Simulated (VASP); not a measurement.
# Si2Ni (Fm-3m) in VASP: further runs, part 2 of 2

VASP 6.6.1.

## (5) Relaxation of cell and atoms, PBE+D3(BJ), collinear spin, ferromagnetic start

INCAR reads:

```
ALGO = Fast
EDIFF = 1E-7
EDIFFG = -0.005
ENCUT = 600
GGA = PE
IBRION = 2
ISIF = 3
ISMEAR = 0
ISPIN = 2
IVDW = 12
LASPH = T
LCHARG = F
LMAXMIX = 4
LORBIT = 11
LREAL = F
LWAVE = F
MAGMOM = 0 0 1
NELM = 100
NSW = 90
PREC = Accurate
SIGMA = 0.1
```

KPOINTS reads:

```
k-points
0
Gamma
  14 14 14
```

POSCAR reads:

```
Si2Ni
1.0
    0.0000000000      2.6931550400      2.6931550400
    2.6931550400      0.0000000000      2.6931550400
    2.6931550400      2.6931550400      0.0000000000
Si Ni
2 1
Direct
    0.2500000000      0.2500000000      0.2500000000
    0.7500000000      0.7500000000      0.7500000000
    0.0000000000      0.0000000000      0.0000000000
```

Potentials or basis: VASP PAW PBE potentials, release 64 (Si, Ni).

Started as:

```sh
cat potpaw_PBE.64/Si/POTCAR potpaw_PBE.64/Ni/POTCAR > POTCAR
mpirun -np 1 vasp_std > vasp.out
```

OUTCAR:

```text
EDIFF = 1E-7
   EDIFFG = -0.005
   ENCUT = 600
   GGA = PE
   IBRION = 2
   ISIF = 3
   ISMEAR = 0
   ISPIN = 2
   IVDW = 12
   LASPH = T
   LORBIT = 11
   LREAL = F
   NELM = 100
   NSW = 90
   PREC = Accurate
 IVDW          = 12

 ion  position               nearest neighbor table
   1  0.250  0.250  0.250-   3 2.33   3 2.33   3 2.33   3 2.33   2 2.69   2 2.69   2 2.69   2 2.69
                             2 2.69   2 2.69
   2  0.750  0.750  0.750-   3 2.33   3 2.33   3 2.33   3 2.33   1 2.69   1 2.69   1 2.69   1 2.69
                             1 2.69   1 2.69
   3  0.000  0.000  0.000-   2 2.33   2 2.33   2 2.33   1 2.33   1 2.33   1 2.33   2 2.33   1 2.33

  LATTYP: Found a face centered cubic cell.
 ALAT       =     5.3863100800

  Lattice vectors:

 A1 = (   0.0000000000,   2.6931550400,   2.6931550400)
 A2 = (   2.6931550400,   0.0000000000,   2.6931550400)
 A3 = (   2.6931550400,   2.6931550400,   0.0000000000)

Analysis of symmetry for initial positions (statically):
=====================================================================
 Subroutine PRICEL returns:
 Original cell was already a primitive cell.

 Routine SETGRP: Setting up the symmetry group for a
 face centered cubic supercell.

 Subroutine GETGRP returns: Found 48 space group operations
 (whereof 48 operations were pure point group operations)
 out of a pool of 48 trial point group operations.

The static configuration has the point symmetry O_h .

Analysis of symmetry for dynamics (positions and initial velocities):
=====================================================================
 Subroutine PRICEL returns:
 Original cell was already a primitive cell.

 Routine SETGRP: Setting up the symmetry group for a
 face centered cubic supercell.

 Subroutine GETGRP returns: Found 48 space group operations
 (whereof 48 operations were pure point group operations)
 out of a pool of 48 trial point group operations.

The dynamic configuration has the point symmetry O_h .

Analysis of structural, dynamic, and magnetic symmetry:
=====================================================================
 Subroutine PRICEL returns:
 Original cell was already a primitive cell.

 Routine SETGRP: Setting up the symmetry group for a
 face centered cubic supercell.

 Subroutine GETGRP returns: Found 48 space group operations
 (whereof 48 operations were pure point group operations)
 out of a pool of 48 trial point group operations.

The overall configuration has the point symmetry O_h .

 Subroutine INISYM returns: Found 48 space group operations
 (whereof 48 operations are pure point group operations),
 and found     1 'primitive' translations

----------------------------------------------------------------------------------------

                                     Primitive cell

  volume of cell :      39.0674

  direct lattice vectors                    reciprocal lattice vectors
     0.000000000  2.693155040  2.693155040    -0.185655854  0.185655854  0.185655854
     2.693155040  0.000000000  2.693155040     0.185655854 -0.185655854  0.185655854
     2.693155040  2.693155040  0.000000000     0.185655854  0.185655854 -0.185655854

  length of vectors
     3.808696383  3.808696383  3.808696383     0.321565373  0.321565373  0.321565373

  position of ions in fractional coordinates (direct lattice)
     0.250000000  0.250000000  0.250000000
     0.750000000  0.750000000  0.750000000
     0.000000000  0.000000000  0.000000000

  ion indices of the primitive-cell ions
   primitive index   ion index
                 1           1
                 2           2
                 3           3
[... 69 lines left out ...]
   LASPH  =      T    aspherical Exc in radial PAW
   ENCUT  =  600.0 eV  44.10 Ry    6.64 a.u.   7.61  7.61  7.61*2*pi/ulx,y,z
   NELM   =    100;   NELMIN=  2; NELMDL= -5     # of ELM steps
   EDIFF  = 0.1E-06   stopping-criterion for ELM
   LREAL  =      F    real-space projection
   EDIFFG = -.5E-02   stopping-criterion for IOM
   NSW    =     90    number of steps for IOM
   IBRION =      2    ionic relax: 0-MD 1-quasi-New 2-CG
   NFREE  =      1    steps in history (QN), initial steepest desc. (CG)
   ISIF   =      3    stress and relaxation
   ISYM   =      2    0-nonsym 1-usesym 2-fastsym
   POTIM  = 0.5000    time-step for ionic-motion
   TEBEG  =    0.0;   TEEND  =   0.0 temperature during run
   PSTRESS=    0.0 pullay stress
   NELECT =      18.0000    total number of electrons
   NUPDOWN=      -1.0000    fix difference up-down
   EMIN   =  10.00;   EMAX   =-10.00  energy-range for DOS
   EFERMI =   0.00;   METHOD = LEGACY
   ISMEAR =     0;   SIGMA  =   0.10  broadening in eV -4-tet -1-fermi 0-gaus
   EFERMI_NEDOS =   21; number of points for ismear=-14 and -15
   IALGO  =     68    algorithm
   IMIX   =      4    mixing-type and parameters
     AMIX     =   0.40;   BMIX     =  1.00
     AMIX_MAG =   1.60;   BMIX_MAG =  1.00
  volume/ion in A,a.u.               =      13.02        87.88
  Fermi-wavevector in a.u.,A,eV,Ry     =   1.264429  2.389424 21.752718  1.598780
  Thomas-Fermi vector in A             =   2.397734
   LORBIT       =     11    0 simple, 1 ext, 2 COOP (PROOUT), +10 PAW based schemes
   GGA     = PE    functional components
   LHFCALC =     F    Hartree Fock is set to
   AEXX    =    0.0000 exact exchange contribution
   IVDW    =    12    specifies the selected vdW correction
   LEPSILON=     F    determine dielectric tensor
   LRPA    =     F    only Hartree local field effects (RPA)
 conjugate gradient relaxation of ions
 spin polarized calculation
 RMM-DIIS sequential band-by-band and
 Gauss-broadening in eV      SIGMA  =   0.10
  energy-cutoff  :      600.00
  volume of cell :       39.07
 maximum number of plane-waves:      1323
   NGX = 15   NGY = 15   NGZ = 15

--------------------------------------- Ionic step        1  -------------------------------------------

 number of electron      17.9999991 magnetization      -0.0000243

 number of electron      17.9999991 magnetization       0.0000206

 Free energy of the ion-electron system (eV)
  ---------------------------------------------------
  ext. energy  EPLUGINS =         0.00000000
  ---------------------------------------------------
  free energy    TOTEN  =       -17.35117241 eV

  energy without entropy =      -17.34682755  energy(sigma->0) =      -17.34899998

------------------------ aborting loop because EDIFF is reached ----------------------------------------

 Edisp (eV)   -1.35032

 E8    (eV) :    -0.5660
[... 77 lines left out ...]
 number of electron      17.9999992 magnetization      -0.0000022

 number of electron      17.9999992 magnetization       0.0000010

 Free energy of the ion-electron system (eV)
  ---------------------------------------------------
  ext. energy  EPLUGINS =         0.00000000
  ---------------------------------------------------
  free energy    TOTEN  =       -17.34716017 eV

  energy without entropy =      -17.34279940  energy(sigma->0) =      -17.34497978

 E-fermi :  10.7123     XC(G=0): -11.6508

 val. band max:       10.6567159504   @ k =  -0.0714   0.0714   0.0000
 cond. band min:      10.7258289427   @ k =  -0.2143   0.1429   0.0000
 fundamental gap:      0.0691129923
 Fermi energy:        10.7123171932

 spin component 1

 k-point     1 :       0.0000    0.0000    0.0000
  band No.  band energies     occupation
      1      -3.3249      1.00000
      2       5.3699      1.00000
      3       5.3699      1.00000
      4       5.3699      1.00000
      5       7.0778      1.00000
      6       7.0778      1.00000
      7      10.4724      0.99965
      8      12.3826      0.00000
      9      12.3826      0.00000
     10      12.3826      0.00000
     11      12.9217      0.00000
     12      12.9217      0.00000
     13      12.9217      0.00000
     14      15.4180      0.00000
[... 379 lines left out ...]
      3       5.5337      1.00000
      4       5.5776      1.00000
      5       6.5411      1.00000
      6       7.2124      1.00000
      7       8.1942      1.00000
      8       9.3172      1.00000
      9       9.8997      1.00000
     10      11.0880      0.00000
     11      13.6539      0.00000
     12      14.2883      0.00000
     13      14.7847      0.00000
     14      15.5333      0.00000

 [... further k-points ...]

 spin component 2

 k-point     1 :       0.0000    0.0000    0.0000
  band No.  band energies     occupation
      1      -3.3249      1.00000
      2       5.3699      1.00000
      3       5.3699      1.00000
      4       5.3699      1.00000
      5       7.0778      1.00000
      6       7.0778      1.00000
      7      10.4724      0.99965
      8      12.3826      0.00000
      9      12.3826      0.00000
     10      12.3826      0.00000
     11      12.9217      0.00000
     12      12.9217      0.00000
     13      12.9217      0.00000
     14      15.4180      0.00000
[... 425 lines left out ...]
  FREE ENERGIE OF THE ION-ELECTRON SYSTEM (eV)
  ---------------------------------------------------
  free  energy   TOTEN  =       -18.7016693587 eV

  energy  without entropy=      -18.6973085899  energy(sigma->0) =      -18.69948897

 reached required accuracy - stopping structural energy minimisation

 total charge

# of ion       s       p       d       tot
------------------------------------------
    1        0.740   0.854   0.000   1.594
    2        0.740   0.854   0.000   1.594
    3        0.566   0.819   8.460   9.845
--------------------------------------------------
tot          2.046   2.527   8.460  13.032

 magnetization (x)

# of ion       s       p       d       tot
------------------------------------------
    1       -0.000   0.000   0.000   0.000
    2       -0.000   0.000   0.000   0.000
    3       -0.000  -0.000  -0.000  -0.000
--------------------------------------------------
tot         -0.000   0.000  -0.000  -0.000
```

OSZICAR:

```text
N       E                     dE             d eps       ncg     rms          rms(c)
DAV:   1     0.755842860220E+02    0.75584E+02   -0.83988E+03  5848   0.143E+03
DAV:   2    -0.147648487206E+02   -0.90349E+02   -0.83751E+02  6028   0.256E+02
DAV:   3    -0.191944489545E+02   -0.44296E+01   -0.43190E+01  7626   0.619E+01
DAV:   4    -0.192770370383E+02   -0.82588E-01   -0.82413E-01  6958   0.776E+00
[... 32 lines left out ...]
RMM:   5    -0.173471577093E+02    0.77519E-05   -0.71236E-05  5824   0.933E-02    0.618E-03
RMM:   6    -0.173471601623E+02   -0.24530E-05   -0.10203E-05  5928   0.363E-02    0.903E-03
RMM:   7    -0.173471601838E+02   -0.21514E-07   -0.57477E-06  5812   0.295E-02    0.290E-03
RMM:   8    -0.173471601338E+02    0.50075E-07   -0.14333E-06  5677   0.110E-02    0.139E-03
RMM:   9    -0.173471601691E+02   -0.35362E-07   -0.32542E-07  4536   0.543E-03
   3 F= -.18701669E+02 E0= -.18699489E+02  d E =-.178494E-03  mag=     0.0000
```

It took 5.8 min on 1 thread of Intel Xeon Platinum 8488C (Sapphire Rapids), shared host; peak memory 0.28 GiB.

What came out:

| Item | Value |
| --- | --- |
| Free energy | -18.7017 eV |
| Relaxed volume | 12.98 Å³/atom |
| Relaxed cell | a = 3.805 Å, b = 3.805 Å, c = 3.805 Å, α = 60.00°, β = 60.00°, γ = 60.00° |
| Space group after relaxing (to 0.05 Å) | Fm-3m (No. 225) |
| Energy gained by relaxing | 0.1 meV/atom |
| Ionic steps | 3 |
| Pressure after relaxing | 0.1 GPa |
| Band gap on the k mesh | none (metal or under the smearing width) |
| Net moment | 0.00 μB per cell |
| Valence electrons inside the program's atomic spheres | Si 1.59; Ni 9.85 |
| Dispersion energy per atom | -0.452 eV |

The path:
```tsv
step	energy change (eV)	largest force (eV/Å)	pressure (GPa)	volume (Å³)
1	0.0000	0.0000	-0.47	39.07
2	-0.0001	0.0000	0.37	38.85
3	-0.0002	0.0000	0.05	38.95
```

Final structure:
```
Si Ni
1.0
     0.00000    2.69043    2.69043
     2.69043    0.00000    2.69043
     2.69043    2.69043    0.00000
Si Ni
2 1
Direct
  0.25000 0.25000 0.25000
  0.75000 0.75000 0.75000
  0.00000 0.00000 0.00000
```

Levels at points of the mesh, in eV from the Fermi level:
Spin up:
```csv
k point,band 7,band 8,band 9,band 10,band 11,band 12
"(0.00, 0.00, 0.00)",-0.24,1.67,1.67,1.67,2.21,2.21
"(0.50, 0.00, 0.00)",-3.44,-1.53,-1.53,1.76,1.76,1.76
"(0.50, 0.50, 0.00)",-3.72,-3.55,-3.22,-0.45,1.34,7.67
```
Spin down:
```
           k point  band 5  band 6  band 7  band 8  band 9  band 10  band 11  band 12  band 13  band 14
(0.00, 0.00, 0.00)   -3.63   -3.63   -0.24    1.67    1.67     1.67     2.21     2.21     2.21     4.71
(0.50, 0.00, 0.00)   -3.83   -3.44   -3.44   -1.53   -1.53     1.76     1.76     1.76     2.65     9.19
(0.50, 0.50, 0.00)   -4.65   -3.72   -3.72   -3.55   -3.22    -0.45     1.34     7.67     8.37     8.37
```

Caveat: pairwise dispersion overbinds metals, which lowers pressure and volume.

## (6) Relaxation of cell and atoms, PBEsol, collinear spin, ferromagnetic start

Changes to INCAR since step 5:

```diff
@@ -3,4 +3,4 @@
 EDIFFG = -0.005
-ENCUT = 600
-GGA = PE
+ENCUT = 300
+GGA = PS
 IBRION = 2
@@ -9,3 +9,2 @@
 ISPIN = 2
-IVDW = 12
 LASPH = T
```

KPOINTS is that of step 5.

POSCAR is that of step 5.

Potentials or basis: VASP PAW PBE potentials, release 64 (Si, Ni).

Started as:

```sh
cat potpaw_PBE.64/Si/POTCAR potpaw_PBE.64/Ni/POTCAR > POTCAR
mpirun -np 1 vasp_std > vasp.out
```

Wall time 1.7 min (1 thread of Intel Xeon Platinum 8488C (Sapphire Rapids), shared host); peak memory 0.18 GiB.

The run converged, but some of its settings lie outside the range that counts as converged, so its numbers aren't taken as properties of the crystal.

Results:

```
Free energy                                           : -18.9807 eV
Relaxed volume                                        : 13.05 Å³/atom
Relaxed cell                                          : a = 3.811 Å, b = 3.811 Å, c = 3.811 Å, α = 60.00°, β = 60.00°, γ = 60.00°
Space group after relaxing (to 0.05 Å)                : Fm-3m (No. 225)
Energy gained by relaxing                             : 0.0 meV/atom
Ionic steps                                           : 3
Band gap on the k mesh                                : none (metal or under the smearing width)
Net moment                                            : 0.00 μB per cell
Valence electrons inside the program's atomic spheres : Si 1.59; Ni 9.84
```

Caveat: the cutoff is under 1.25 times the usual one of these potentials, so pressure, stress and relaxed cells hold a basis-set (Pulay) error; the PAW data sets were made with another functional, which shifts forces and pressure a little.

## (7) Summary

```tsv
level	potentials or basis	gap on the mesh (eV)	pressure (GPa)	moment (μB)	relaxed volume (Å³/atom)
PBEsol	VASP PAW PBE potentials, release 64 (Si, Ni)	none	0.0	0.00	13.07
LDA	VASP PAW LDA potentials, release 64 (Si, Ni)	none	0.0	0.00	12.79
PBE	VASP PAW PBE potentials, release 64 (Si, Ni)	none	0.0	0.00	13.46
PBE+D3(BJ)	VASP PAW PBE potentials, release 64 (Si, Ni)	none	0.1	0.00	12.98
```

Alike in all rows: task relaxation of cell and atoms; spin collinear, ferromagnetic start; cell relaxed; k mesh 14 × 14 × 14; cutoff (eV) 600; smearing gaussian 0.1 eV.

Caveats: the PAW data sets were made with another functional, which shifts forces and pressure a little (some runs); pairwise dispersion overbinds metals, which lowers pressure and volume (some runs).

Total energies depend on the potentials used, so only differences within one code and one set of settings carry meaning.
